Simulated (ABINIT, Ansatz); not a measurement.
# A GW chain in ABINIT: MgO (Periclase), part 3 of 3

How does a plane-wave GW calculation on MgO (Periclase) run from the first input to the gap?

ABINIT 10.8.3; PBE and many-body steps on it, plane waves. Known limits of the many-body steps: not at the basis limit.

So far. Step 4 (Empty states on the mesh, 8×8×8 mesh, 356 bands): On this mesh the gap is 4.733 eV. Step 5 (Screening, 8×8×8 mesh, 348 bands, screening to 435.4 eV): Local fields lower ε∞ by 7 %.

The database entry behind the starting cell differs from later determinations by our own check (about 0.1 % long), so it need not match the best structure at ambient conditions.

### Step 6. Self-energy, 8×8×8 mesh, 348 bands, screening to 435.4 eV

The self-energy is evaluated for the states that the input lists, and the levels follow from it, in one-shot runs by the linearised quasiparticle equation.

This step: G0W0 on PBE, plane waves, norm-conserving pseudopotentials.

File run.abi:

```
acell 3*1.0 Angstrom
rprim 
  -0.000000000000 2.108500000000 2.108500000000
  2.108500000000 0.000000000000 2.108500000000
  2.108500000000 2.108500000000 0.000000000000
ntypat 2
znucl 12 8
natom 2
typat 1 2
xred 
  0.000000000000 0.000000000000 0.000000000000
  0.500000000000 0.500000000000 0.500000000000
pp_dirpath "pseudos"
pseudos "Mg.upf, O.upf"
ecut 38
ngkpt 8 8 8
nshiftk 1
shiftk 0 0 0
kptopt 1
chksymbreak 0
istwfk *1
occopt 1
irdwfk 1
optdriver 4
nband 348
gwcalctyp 0
ecutsigx 38
symsigma 1
nkptgw 1
kptgw 
  0.0000000000 0.0000000000 0.0000000000
bdgw 
  6 12
ecuteps 16
irdscr 1
ppmodel 1
indata_prefix "in"
outdata_prefix "out"
tmpdata_prefix "tmp"
```

Command:

```
$ OMP_NUM_THREADS=1 mpirun -n 8 abinit run.abi > log
```

Numbers of over 12 decimals in the logs are rounded to 6 here.

What it wrote:

```text
.Version 10.8.3 of ABINIT. v10.8.2 released Aug 2026.

 Symmetries : space group Fm -3 m (#225); Bravais cF (face-center cubic)
[... echo of the input left out ...]
== DATASET  1 ==================================================================
-   mpi_nproc: 8, omp_nthreads: 1 (-1 if OMP is not activated)

--- !DatasetInfo
iteration_state: {dtset: 1, }
dimensions: {natom: 2, nkpt: 29, mband: 348, nsppol: 1, nspinor: 1, nspden: 1, mpw: 1428, }
cutoff_energies: {ecut:  38.0, pawecutdg:  -1.0, }
electrons: {nelect:   1.60000000E+01, charge:   0.00000000E+00, occopt:   1.00000000E+00, tsmear:   1.00000000E-02, }

 SIGMA: Calculation of the GW corrections

 Based on a program developped by R.W. Godby, V. Olevano, G. Onida, and L. Reining.
 Incorporated in ABINIT by V. Olevano, G.-M. Rignanese, and M. Torrent.
.Using double precision arithmetic ; gwpc =  8

[... cell and pseudopotentials left out ...]
--------------------------------------------------------------------------------

 ==== K-mesh for the wavefunctions ====
 Number of points in the irreducible wedge :    29
[... list of points left out ...]
 Together with 48 symmetry operations and time-reversal symmetry
 yields   512 points in the full Brillouin Zone.

 ==== Q-mesh for screening function ====
 Number of points in the irreducible wedge :    29
[... list of points left out ...]
 Together with 48 symmetry operations and time-reversal symmetry
 yields   512 points in the full Brillouin Zone.

 vcoul_init : cutoff-mode = AUXILIARY_FUNCTION
 q-points for optical limit:   1
     1)      0.000010    0.000020    0.000030
 setmesh: FFT mesh size selected  =    32x   32x   32
          total number of points  =        32768

 Number of electrons calculated from density =   16.0000; Expected =   16.0000
 average of density, n =  0.126466
 r_s =    1.2359
 omega_plasma =   34.3038 [eV]

 === KS Band Gaps ===
  >>>> For spin  1
   Minimum direct gap =   4.7331 [eV], located at k-point      :   0.0000  0.0000  0.0000
   Fundamental gap    =   4.7331 [eV], Top of valence bands at :   0.0000  0.0000  0.0000
                                       Bottom of conduction at :   0.0000  0.0000  0.0000
 SIGMA fundamental parameters:
 PLASMON POLE MODEL  1
 number of plane-waves for SigmaX                 1411
 number of plane-waves for SigmaC and W            387
 number of plane-waves for wavefunctions          1411
 number of bands                                   348
 number of independent spin polarizations            1
 number of spinorial components                      1
 number of k-points in IBZ                          29
 number of q-points in IBZ                          29
 number of symmetry operations                      48
 number of k-points in BZ                          512
 number of q-points in BZ                          512
 number of frequencies for dSigma/dE                 9
 frequency step for dSigma/dE [eV]                0.25
 number of omega for Sigma on real axis              0
 max omega for Sigma on real axis  [eV]           0.00
 zcut for avoiding poles [eV]                     0.10

 EPSILON^-1 parameters (SCR file):
 dimension of the eps^-1 matrix on file            387
 dimension of the eps^-1 matrix used               387
 number of plane-waves for wavefunctions          1411
 number of bands                                   348
 number of q-points in IBZ                          29
 number of frequencies                               2
 number of real frequencies                          1
 number of imag frequencies                          1

 matrix elements of self-energy operator (all in [eV])

 Perturbative Calculation

--- !SelfEnergy_ee
iteration_state: {dtset: 1, }
kpoint     : [   0.000,    0.000,    0.000, ]
spin       : 1
KS_gap     :    4.733
QP_gap     :    7.125
Delta_QP_KS:    2.392
data: !SigmaeeData |
     Band     E0 <VxcDFT>   SigX SigC(E0)      Z dSigC/dE  Sig(E)    E-E0       E
        6   4.693 -20.107 -25.563   3.384   0.805  -0.243 -21.774  -1.667   3.026
        7   4.693 -20.107 -25.563   3.384   0.805  -0.243 -21.774  -1.667   3.026
        8   4.693 -20.107 -25.563   3.384   0.805  -0.243 -21.774  -1.667   3.026
        9   9.426 -13.453  -8.932  -3.672   0.853  -0.172 -12.728   0.724  10.151
       10  20.632  -9.568  -3.684  -4.717   0.866  -0.155  -8.558   1.010  21.642
       11  20.632  -9.568  -3.684  -4.717   0.866  -0.155  -8.558   1.010  21.642
       12  20.632  -9.568  -3.684  -4.717   0.866  -0.155  -8.558   1.010  21.642

== END DATASET(S) ==============================================================
================================================================================

 -outvars: echo values of variables after computation  --------
           etotal      0.0000000000E+00
            nband         348
             nkpt          29
          spgroup         225
 [... the other variables as echoed above ...]

 Calculation completed.
```

Elapsed: 52 s, on 8 MPI ranks of Arm Neoverse V2, shared host; peak memory 5.5 GiB; 6.9 min of CPU time.

Numbers from this step:

| Quantity | Value |
| --- | --- |
| G0W0 gap on the points computed | 7.125 eV |
| starting gap on the mesh | 4.733 eV |
| k of the valence top | 0, 0, 0 |
| k of the conduction bottom | 0, 0, 0 |
| Z at the valence top | 0.805 |
| Z at the conduction bottom | 0.853 |
| least direct G0W0 gap on the computed points | 7.125 eV |

The gap on the mesh goes from 4.73 eV to 7.12 eV, a correction of +2.39 eV.

Limits: finite bands, cutoff and mesh. v1 is the top filled band, c1 the lowest empty one. Levels before and after the correction, in eV, zero at the valence-band top of each column:

|  | conduction bottom | valence top |
| --- | --- | --- |
| Kohn-Sham | 4.73 | 0.00 |
| G0W0 | 7.12 | 0.00 |

|  | level | energy (eV) |
| --- | --- | --- |
| Kohn-Sham | Γ v3-v1 | 0.000 |
| Kohn-Sham | Γ c1 | 4.733 |
| Kohn-Sham | Γ c2-c4 | 15.939 |
| G0W0 | Γ v3-v1 | 0.000 |
| G0W0 | Γ c1 | 7.125 |
| G0W0 | Γ c2-c4 | 18.616 |

### Step 7. Where the time went

Times are wall times on 8 MPI ranks of Arm Neoverse V2, shared host, good to a factor of about two.

| step | time | share | memory (GiB) |
| --- | --- | --- | --- |
| ground state | 2.8 s | 0 % | 0.07 |
| bands along the symmetry lines | 2.4 s | 0 % | 0.07 |
| empty states on the mesh | 11 s | 1 % | 1.6 |
| screening | 16 min | 93 % | 5.7 |
| self-energy | 52 s | 5 % | 5.5 |

### Step 8. Outcome

| Item | Value |
| --- | --- |
| PBE gap | 4.73 eV, direct |
| G0W0 gap on the mesh | 7.12 eV |
| GW settings | 8×8×8 mesh, 348 bands, screening to 435.4 eV, Godby-Needs plasmon pole |
| known limits | not at the basis limit |

What this shows: G0W0 moves the gap on the mesh from 4.73 eV to 7.12 eV (+2.39 eV), with Z of 0.81 and 0.85 at the edges. Local fields lower the RPA ε∞ on this mesh from 3.25 to 3.02. Only 1 of the mesh's irreducible points was corrected, so a valley elsewhere could overtake. The dearest step here is «screening». Bands and cutoff are finite, so the gap is not at the basis limit. The miss can reach some tenths of an eV and take either sign; the mesh is an error of its own. In the G0W0 run levels were corrected at 1 k point alone, so a gap called «on the mesh» is the least over those, and an edge elsewhere would be missed.

[Paths, hosts, dates, memory and timing lines, banners, echoed tables and standing remarks are left out of the program output.]

[Logs are printed without paths, hosts, clocks, repeated set-up lines and the standing remarks that a program may print on its own settings, such as how far it seeks lower states.]

[Runs of the session that timed out or met a known fault of the program may be left out.]

[Hosts, paths, dates, database ids (printed as entryN), source tags and the programs' standing remarks are cut or masked in the printed files.]

[G0W0 gaps are taken among the corrected bands and points alone; a level outside them can change the order at an edge.]

[Where Ansatz stands beside ABINIT at settings called matched, ABINIT's density can come from a denser mesh and the files from another edition; pairs whose starting gaps differed by over 0.03 eV were left out, so agreement reads better than it is.]
